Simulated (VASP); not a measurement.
A run of VASP 6.6.1:

POSCAR

```
BaTiO3
1.0
    3.9872653553      0.0000000000      0.0000000000
    0.0000000000      3.9872653553      0.0000000000
    0.0000000000      0.0000000000      4.1149707463
  Ba              Ti              O
     1     1     3
Direct
     0.0000000000000000    0.0000000000000000    0.9971689026408086
     0.5000000000000000    0.5000000000000000    0.4792036959588444
     0.5000000000000000    0.5000000000000000    0.0331038404906181
     0.5000000000000000    0.0000000000000000    0.5167617804548641
     0.0000000000000000    0.5000000000000000    0.5167617804548641
```

Contents of INCAR.step1:

```
SYSTEM = BaTiO3
PREC = Accurate ; ENCUT = 600
EDIFF = 1E-8 ; ISMEAR = 0
SIGMA = 0.03 ; LREAL = .FALSE.
LASPH = .TRUE. ; NELM = 80
ALGO = Normal ; ISIF = 3
LWAVE = .FALSE. ; LCHARG = .FALSE.
METAGGA = R2SCAN ; LMIXTAU = .TRUE.
KPAR = 2 ; IBRION = 2
NSW = 40 ; EDIFFG = -0.002
```

INCAR.step2

```
SYSTEM = BaTiO3
PREC = Accurate ; ENCUT = 600
EDIFF = 1E-8 ; ISMEAR = 0
SIGMA = 0.03 ; LREAL = .FALSE.
LASPH = .TRUE. ; NELM = 80
ALGO = Normal ; ISIF = 3
LWAVE = .FALSE. ; LCHARG = .FALSE.
METAGGA = R2SCAN ; LMIXTAU = .TRUE.
KPAR = 2 ; IBRION = 6
NFREE = 2 ; POTIM = 0.015
NSW = 1
```

File KPOINTS:

```
Automatic mesh
0
G
  8 8 8
  0 0 0
```

Potentials or basis: VASP PAW PBE potentials, release 64 (Ba_sv, Ti_sv, O).

Launch:

```sh
$ cat potpaw_PBE.64/Ba_sv/POTCAR potpaw_PBE.64/Ti_sv/POTCAR potpaw_PBE.64/O/POTCAR > POTCAR
$ cp INCAR.step1 INCAR
$ mpirun -np 2 vasp_std > vasp.out
$ cp CONTCAR POSCAR
$ cp INCAR.step2 INCAR
$ mpirun -np 2 vasp_std > vasp.out
```

Hardware: 2 MPI ranks on Intel(R) Xeon(R) 6975P-C (Granite Rapids) (shared host).

Problem. Estimate the wall time of this run.

Solution. It took 78 min on 2 MPI ranks on Intel(R) Xeon(R) 6975P-C (Granite Rapids), on a shared host, peak memory 0.62 GiB a rank. Counts: scf iterations 464, k points 75, ion steps 2.
